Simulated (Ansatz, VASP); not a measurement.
# TaN in VASP and in Ansatz

```
Ta N
1.0
     0.00000    2.07005    2.23347
     2.07005    0.00000    2.23347
     2.07005    2.07005    0.00000
Ta N
1 1
Direct
  0.50000 0.50000 0.50000
  0.00000 0.00000 0.00000
```

Change from the starting cell: strain -0.050 along x and y, +0.025 along z, atoms carried along.

Alike in both runs: task single point; functional PBEsol; k mesh 18 × 18 × 18; occupations gaussian, width 0.15 eV; no spin polarisation.

|  | VASP | Ansatz |
| --- | --- | --- |
| version | VASP 6.6.1 | Ansatz 0.2.0 |
| potentials or method | VASP PAW PBE potentials, release 64 (Ta_pv, N) | scalar-relativistic, plane waves, PAW |
| plane-wave cutoff (eV) | 520 | 420 |
| valence electrons in the cell | 16 | 18 |

|  | VASP | Ansatz | Ansatz less VASP |
| --- | --- | --- | --- |
| gap on the k mesh at the Fermi level (eV) | none | none | - |
| pressure (GPa) | 47.2 | 45.4 | -1.72 |
| largest component of the traceless stress (GPa) | 39.85 | 39.45 | -0.399 |

A gap of «none» marks a metal or a gap that the smearing closes. With one functional, cell and mesh, what is left measures potentials, basis and numerics. The two sets of potentials don't hold the same shells in valence.

Caveats: so large a pressure means that the cell lies far from this level's equilibrium, or that cutoff or potentials fall short (VASP); the potentials were made for another functional, which shifts forces and pressure (VASP). The runs have no spin-orbit coupling, so splittings on Ta are missing.
